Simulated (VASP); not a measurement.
# TaN (P6_3/mmc) in VASP: further runs, part 2 of 2

VASP 6.6.1. The steps go on from the part before.

## 4. Electric field gradients, PBE

File INCAR:

```
ALGO     = Fast           # electronic algorithm
EDIFF    = 1E-8           # SCF threshold, eV
ENCUT    = 520            # plane-wave cutoff, eV
GGA      = PE             # functional
ISIF     = 2              # what is computed and relaxed
ISMEAR   = 0              # smearing method
LASPH    = True           # aspherical terms in the spheres
LCHARG   = False          # write CHGCAR
LEFG     = True         
LREAL    = False          # projectors in reciprocal space
LWAVE    = False          # write WAVECAR
NELM     = 80             # most SCF steps
PREC     = Accurate       # precision mode
SIGMA    = 0.02           # smearing width, eV
```

File KPOINTS:

```
k-points
0
Gamma
  10 10 5
```

File POSCAR:

```
TaN
1.0
    2.9217699809      0.0000000000      0.0000000000
   -1.4608849905      2.5303270275      0.0000000000
    0.0000000000      0.0000000000      5.9165150000
Ta N
2 2
Direct
    0.0000000000      0.0000000000      0.5000000000
    0.0000000000      0.0000000000      0.0000000000
    0.3333333333      0.6666666667      0.2500000000
    0.6666666667      0.3333333333      0.7500000000
```

Potentials or basis: VASP PAW PBE potentials, release 64 (Ta_pv, N).

Command:

```console
$ cat potpaw_PBE.64/Ta_pv/POTCAR potpaw_PBE.64/N/POTCAR > POTCAR
$ mpirun -np 1 vasp_std > vasp.out
```

OUTCAR:

```text
EDIFF = 1E-8
   ENCUT = 520
   GGA = PE
   ISIF = 2
   ISMEAR = 0
   LASPH = True
   LREAL = False
   NELM = 80
   PREC = Accurate

 ion  position               nearest neighbor table
   1  0.000  0.000  0.500-   3 2.24   4 2.24   4 2.24   3 2.24   4 2.24   3 2.24   2 2.96   2 2.96

   2  0.000  0.000  0.000-   3 2.24   4 2.24   4 2.24   3 2.24   4 2.24   3 2.24   1 2.96   1 2.96

   3  0.333  0.667  0.250-   1 2.24   2 2.24   1 2.24   2 2.24   1 2.24   2 2.24
   4  0.667  0.333  0.750-   1 2.24   2 2.24   1 2.24   2 2.24   1 2.24   2 2.24

  LATTYP: Found a hexagonal cell.
 ALAT       =     2.9217699809
 C/A-ratio  =     2.0249763119

  Lattice vectors:

 A1 = (   2.9217699809,   0.0000000000,   0.0000000000)
 A2 = (  -1.4608849905,   2.5303270275,   0.0000000000)
 A3 = (   0.0000000000,   0.0000000000,   5.9165150000)

Analysis of symmetry for initial positions (statically):
=====================================================================
 Subroutine PRICEL returns:
 Original cell was already a primitive cell.

 Routine SETGRP: Setting up the symmetry group for a
 hexagonal supercell.

 Subroutine GETGRP returns: Found 24 space group operations
 (whereof 12 operations were pure point group operations)
 out of a pool of 24 trial point group operations.

The static configuration has the point symmetry D_3d.
 The point group associated with its full space group is D_6h.

Analysis of symmetry for dynamics (positions and initial velocities):
=====================================================================
 Subroutine PRICEL returns:
 Original cell was already a primitive cell.

 Routine SETGRP: Setting up the symmetry group for a
 hexagonal supercell.

[... 716 lines left out ...]
     19      12.0009      0.00000
     20      12.8455      0.00000

 [... further k-points ...]
[... 5 lines left out ...]
  --------------------------------------------------------------------------------------
  -------------------------------------------------------------------------------------
  Total       -0.1258241     -0.1258241     -0.0616249      0.0000000     -0.0000000      0.0000000
  in kB       -4.6087783     -4.6087783     -2.2572439      0.0000000     -0.0000000      0.0000000
  external PRESSURE =      -3.8249335 kB  Pullay stress =       0.0000000 kB

 VOLUME and BASIS-vectors are now :
 -----------------------------------------------------------------------------
  energy-cutoff  :      520.00
  volume of cell :       43.74
      direct lattice vectors                 reciprocal lattice vectors
     2.921769981  0.000000000  0.000000000     0.342258291  0.197602916  0.000000000
    -1.460884991  2.530327027  0.000000000     0.000000000  0.395205833  0.000000000
     0.000000000  0.000000000  5.916515000     0.000000000  0.000000000  0.169018417

 POSITION                                       TOTAL-FORCE (eV/Angst)
 -----------------------------------------------------------------------------------
      0.00000      0.00000      2.95826         0.000000      0.000000     -0.000000
      0.00000      0.00000      0.00000         0.000000      0.000000     -0.000000
     -0.00000      1.68688      1.47913        -0.000000     -0.000000      0.000000
      1.46088      0.84344      4.43739         0.000000      0.000000      0.000000
 -----------------------------------------------------------------------------------
    total drift:                               -0.000000      0.000000      0.000000

  FREE ENERGIE OF THE ION-ELECTRON SYSTEM (eV)
  ---------------------------------------------------
  free  energy   TOTEN  =       -44.0235514658 eV

  energy  without entropy=      -44.0233001440  energy(sigma->0) =      -44.02342580

 Electric field gradients (V/A^2)
---------------------------------------------------------------------
 ion       V_xx      V_yy      V_zz      V_xy      V_xz      V_yz
---------------------------------------------------------------------
   1      47.977    47.977   -95.954     0.000     0.000    -0.000
   2      47.977    47.977   -95.954     0.000    -0.000     0.000
   3      -7.249    -7.248    14.497     0.001     0.000     0.000
   4      -7.249    -7.248    14.497     0.001     0.000     0.000
---------------------------------------------------------------------

 Electric field gradients after diagonalization (V/A^2)
 (convention: |V_zz| > |V_xx| > |V_yy|)
----------------------------------------------------------------------
 ion       V_xx      V_yy      V_zz     asymmetry (V_yy - V_xx)/ V_zz
----------------------------------------------------------------------
   1      47.977    47.976   -95.954       0.000
   2      47.977    47.976   -95.954       0.000
   3      -7.250    -7.248    14.497       0.000
   4      -7.250    -7.248    14.497       0.000
----------------------------------------------------------------------

           NMR quadrupolar parameters

 Cq : quadrupolar parameter    Cq=e*Q*V_zz/h
 eta: asymmetry parameters     (V_yy - V_xx)/ V_zz
 Q  : nuclear electric quadrupole moment in mb (millibarn)
----------------------------------------------------------------------
 ion       Cq(MHz)       eta       Q (mb)
----------------------------------------------------------------------
   1      -0.232       0.000       1.000
   2      -0.232       0.000       1.000
   3       0.035       0.000       1.000
   4       0.035       0.000       1.000
----------------------------------------------------------------------
```

stdout:

```text
POSCAR found type information on POSCAR TaN
 POSCAR found :  2 types and       4 ions
 scaLAPACK will be used
 LDA part: xc-table for (Slater+PW92), standard interpolation
 POSCAR, INCAR and KPOINTS ok, starting setup
 FFT: planning ... GRIDC
 FFT: planning ... GRID_SOFT
 FFT: planning ... GRID
 WAVECAR not read
 entering main loop
WARNING in EDDRMM: call to ZHEGV failed, returncode =   8  4     20
ion   1

ion   2

ion   3

ion   4
```

It took 52 s on 1 thread of AMD EPYC 7R43 (Zen 3), shared host; peak memory 0.15 GiB.

Results:

| Quantity | Value |
| --- | --- |
| Free energy | -44.0236 eV |
| Pressure | -0.4 GPa |
| Band gap on the k mesh | none (metal or under the smearing width) |

Stress tensor (GPa, compression positive):
```
-0.46  0.00  0.00
 0.00 -0.46  0.00
 0.00  0.00 -0.23
```

Electric field gradients, principal values (V/Å²):
| atom | Vxx | Vyy | Vzz |
| --- | --- | --- | --- |
| 1 Ta | 47.976 | 47.977 | -95.954 |
| 2 Ta | 47.976 | 47.977 | -95.954 |
| 3 N | -7.248 | -7.250 | 14.497 |
| 4 N | -7.248 | -7.250 | 14.497 |

## 5. Core levels, PBE

File INCAR:

```
PREC = Accurate ; ENCUT = 520
EDIFF = 1E-7 ; ISMEAR = 0
SIGMA = 0.02 ; LREAL = False
LASPH = True ; NELM = 100
ALGO = Normal ; ISIF = 2
LWAVE = False ; LCHARG = False
GGA = PE ; ICORELEVEL = 1
```

File KPOINTS:

```
Automatic mesh
0
Gamma
  10 10 5
```

POSCAR is that of step 4.

Potentials or basis: VASP PAW PBE potentials, release 64 (Ta_pv, N).

Command:

```console
$ cat potpaw_PBE.64/Ta_pv/POTCAR potpaw_PBE.64/N/POTCAR > POTCAR
$ mpirun -np 1 vasp_std > vasp.out
```

OUTCAR:

```text
PREC = Accurate
   ENCUT = 520
   EDIFF = 1E-7
   ISMEAR = 0
   LREAL = False
   LASPH = True
   NELM = 100
   ISIF = 2
   GGA = PE

 ion  position               nearest neighbor table
   1  0.000  0.000  0.500-   3 2.24   4 2.24   4 2.24   3 2.24   4 2.24   3 2.24   2 2.96   2 2.96

   2  0.000  0.000  0.000-   3 2.24   4 2.24   4 2.24   3 2.24   4 2.24   3 2.24   1 2.96   1 2.96

   3  0.333  0.667  0.250-   1 2.24   2 2.24   1 2.24   2 2.24   1 2.24   2 2.24
   4  0.667  0.333  0.750-   1 2.24   2 2.24   1 2.24   2 2.24   1 2.24   2 2.24

  LATTYP: Found a hexagonal cell.
 ALAT       =     2.9217699809
 C/A-ratio  =     2.0249763119

  Lattice vectors:

 A1 = (   2.9217699809,   0.0000000000,   0.0000000000)
 A2 = (  -1.4608849905,   2.5303270275,   0.0000000000)
 A3 = (   0.0000000000,   0.0000000000,   5.9165150000)

Analysis of symmetry for initial positions (statically):
=====================================================================
 Subroutine PRICEL returns:
 Original cell was already a primitive cell.

 Routine SETGRP: Setting up the symmetry group for a
 hexagonal supercell.

 Subroutine GETGRP returns: Found 24 space group operations
 (whereof 12 operations were pure point group operations)
 out of a pool of 24 trial point group operations.

The static configuration has the point symmetry D_3d.
 The point group associated with its full space group is D_6h.

Analysis of symmetry for dynamics (positions and initial velocities):
=====================================================================
 Subroutine PRICEL returns:
 Original cell was already a primitive cell.

 Routine SETGRP: Setting up the symmetry group for a
 hexagonal supercell.

 Subroutine GETGRP returns: Found 24 space group operations
 (whereof 12 operations were pure point group operations)
 out of a pool of 24 trial point group operations.

The dynamic configuration has the point symmetry D_3d.
 The point group associated with its full space group is D_6h.

[... 134 lines left out ...]
 Gauss-broadening in eV      SIGMA  =   0.02
  energy-cutoff  :      520.00
  volume of cell :       43.74
 maximum number of plane-waves:      1223
 NGX is ok and might be reduce to    24

 number of electron      32.0000005 magnetization

 Free energy of the ion-electron system (eV)
  ---------------------------------------------------
  ext. energy  EPLUGINS =         0.00000000
  ---------------------------------------------------
  free energy    TOTEN  =       -44.02355146 eV

  energy without entropy =      -44.02330011  energy(sigma->0) =      -44.02342579

 the core state eigenenergies are
   1-  1s -67330.3584  2s -11556.1225  2p -10123.2987  3s  -2637.6729  3p  -2211.7151
       3d  -1715.4463  4s   -527.7582  4p   -388.0782  4d   -209.4723  4f    -12.1233
       5s    -60.3743
   2-  1s -67330.3584  2s -11556.1225  2p -10123.2987  3s  -2637.6729  3p  -2211.7151
       3d  -1715.4463  4s   -527.7582  4p   -388.0782  4d   -209.4723  4f    -12.1233
       5s    -60.3743
   3-  1s   -369.6896
   4-  1s   -369.6896

 E-fermi :   8.0918     XC(G=0): -13.2679

 val. band max:        8.0820807819   @ k =   0.1000   0.1000   0.4000
 cond. band min:       8.1256711494   @ k =   0.1000   0.0000   0.2000
 fundamental gap:      0.0435903675
 Fermi energy:         8.0918448413

 k-point     1 :       0.0000    0.0000    0.0000
  band No.  band energies     occupation
      1     -27.4993      2.00000
      2     -26.7566      2.00000
      3     -26.5059      2.00000
      4     -26.5059      2.00000
      5     -26.4454      2.00000
      6     -26.4454      2.00000
[... 268 lines left out ...]
 k-point    13 :       0.4000    0.2000    0.0000
  band No.  band energies     occupation
      1     -27.4448      2.00000
      2     -27.3183      2.00000
      3     -27.2147      2.00000
      4     -26.9892      2.00000
      5     -26.8961      2.00000

------------------------ aborting loop because EDIFF is reached ----------------------------------------

  FORCE on cell =-STRESS in cart. coord.  units (eV):
  Direction    XX          YY          ZZ          XY          YZ          ZX
  --------------------------------------------------------------------------------------
  -------------------------------------------------------------------------------------
  Total       -0.1257615     -0.1257615     -0.0614909      0.0000000     -0.0000000      0.0000000
  in kB       -4.6064858     -4.6064858     -2.2523356      0.0000000     -0.0000000      0.0000000
  external PRESSURE =      -3.8217690 kB  Pullay stress =       0.0000000 kB

 VOLUME and BASIS-vectors are now :
 -----------------------------------------------------------------------------
  energy-cutoff  :      520.00
  volume of cell :       43.74
      direct lattice vectors                 reciprocal lattice vectors
     2.921769981  0.000000000  0.000000000     0.342258291  0.197602916  0.000000000
    -1.460884991  2.530327027  0.000000000     0.000000000  0.395205833  0.000000000
     0.000000000  0.000000000  5.916515000     0.000000000  0.000000000  0.169018417

 POSITION                                       TOTAL-FORCE (eV/Angst)
 -----------------------------------------------------------------------------------
      0.00000      0.00000      2.95826        -0.000000      0.000000     -0.000000
      0.00000      0.00000      0.00000        -0.000000      0.000000     -0.000000
     -0.00000      1.68688      1.47913         0.000000     -0.000000     -0.000000
      1.46088      0.84344      4.43739        -0.000000      0.000000      0.000000
 -----------------------------------------------------------------------------------
    total drift:                               -0.000000      0.000000      0.000000

  FREE ENERGIE OF THE ION-ELECTRON SYSTEM (eV)
  ---------------------------------------------------
  free  energy   TOTEN  =       -44.0235514591 eV

  energy  without entropy=      -44.0233001134  energy(sigma->0) =      -44.02342579
```

Run time: 39 s. Hardware: 1 thread of AMD EPYC 7R43 (Zen 3), shared host; peak memory 0.15 GiB.

Results:

* Free energy: -44.0236 eV
* Pressure: -0.4 GPa
* Band gap on the k mesh: none (metal or under the smearing width)

Core levels (eV, on the scale of the bands):
```csv
atom,levels
1 Ta,"1s -67330.4, 2s -11556.1, 2p -10123.3, 3s -2637.7, 3p -2211.7, 3d -1715.4, 4s -527.8, 4p -388.1, 4d -209.5, 4f -12.1, 5s -60.4"
2 Ta,"1s -67330.4, 2s -11556.1, 2p -10123.3, 3s -2637.7, 3p -2211.7, 3d -1715.4, 4s -527.8, 4p -388.1, 4d -209.5, 4f -12.1, 5s -60.4"
3 N,1s -369.7
4 N,1s -369.7
```

## 6. For comparison

An earlier run on the cell as given: functional PBE; potentials or basis VASP PAW PBE potentials, release 64 (Ta_pv, N); cutoff 520 eV; k mesh 10 × 10 × 5; occupations fermi-dirac, width 0.05 eV; no spin polarisation.

- Pressure: -0.4 GPa
- Band gap on the k mesh: none (metal or under the smearing width)

## 7. Overview

```tsv
task	smearing	k mesh for the DOS	occupations for the DOS	gap on the mesh (eV)	pressure (GPa)
optical spectrum	gaussian 0.02 eV	-	-	none	-0.4
density of states	gaussian 0.02 eV	15 × 15 × 8	tetrahedron	-	-
electric field gradients	gaussian 0.02 eV	-	-	none	-0.4
core levels	gaussian 0.02 eV	-	-	none	-0.4
single point	fermi-dirac 0.05 eV	-	-	none	-0.4
```

Alike in all rows: level PBE; potentials or basis VASP PAW PBE potentials, release 64 (Ta_pv, N); no spin polarisation; cell as given; k mesh 10 × 10 × 5; cutoff (eV) 520.

Every run on the cell as given and a fine mesh finds a metal.

Caveats: spectra need much finer meshes, so this one isn't converged (some runs); independent-particle spectra lack excitons (some runs); the intraband (Drude) part of a metal's response may be missing (some runs).

Total energies depend on the potentials used, so only differences within one code and one set of settings carry meaning.
